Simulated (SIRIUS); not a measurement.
## Ge under changes of volume

One of the cells (22.833 Å³/atom); the others are scaled copies at fixed shape and fractional positions:

```xyz
4
Lattice="3.9976 0.0000 0.0000 -1.9988 3.4620 0.0000 0.0000 0.0000 6.5994" Properties=species:S:1:pos:R:3 pbc="T T T"
Ge    0.0000    2.3080    6.1843
Ge    1.9988    1.1540    2.8846
Ge    0.0000    2.3080    3.7148
Ge    1.9988    1.1540    0.4151
```

This isn't the form of Ge at room conditions, which is diamond.

* Program: SIRIUS 7.12.0
* Functional: PBEsol
* Potentials or basis: PseudoDojo 0.4.1 PBEsol standard (scalar relativistic)
* Cutoff: 1078 eV
* Density cutoff: 4311 eV
* k mesh: 8 × 8 × 4
* Occupations: fermi-dirac, width 0.05 eV
* Spin: no spin polarisation

```csv
volume (Å³/atom),energy over the lowest point (meV/atom),pressure (GPa),largest force (eV/Å)
21.463,18.99,4.8,0.025
21.920,8.02,3.0,0.016
22.377,1.90,1.4,0.009
22.833,0.00,0.0,0.005
23.290,1.85,-1.3,0.001
23.747,?,?,?
24.203,15.48,-3.4,0.018
```

Problem. What does the run at 23.747 Å³/atom give?

Solution. Energy over the lowest point 7.13 meV/atom; pressure -2.4 GPa; largest force 0.010 eV/Å.

Worked out: A Birch-Murnaghan fit of order 3 (a polynomial in V^(-2/3)) to the other rows has its minimum at 22.83 Å³/atom with B0 = V·E''(V) = 67 GPa and B' = 4.6 at fixed shape and positions, which overstates the stiffness. It gives 7.17 meV/atom at 23.747 Å³/atom, against the run's 7.13, and -dE/dV = -2.4 GPa, against -2.4.

Energies are extrapolated to zero smearing.
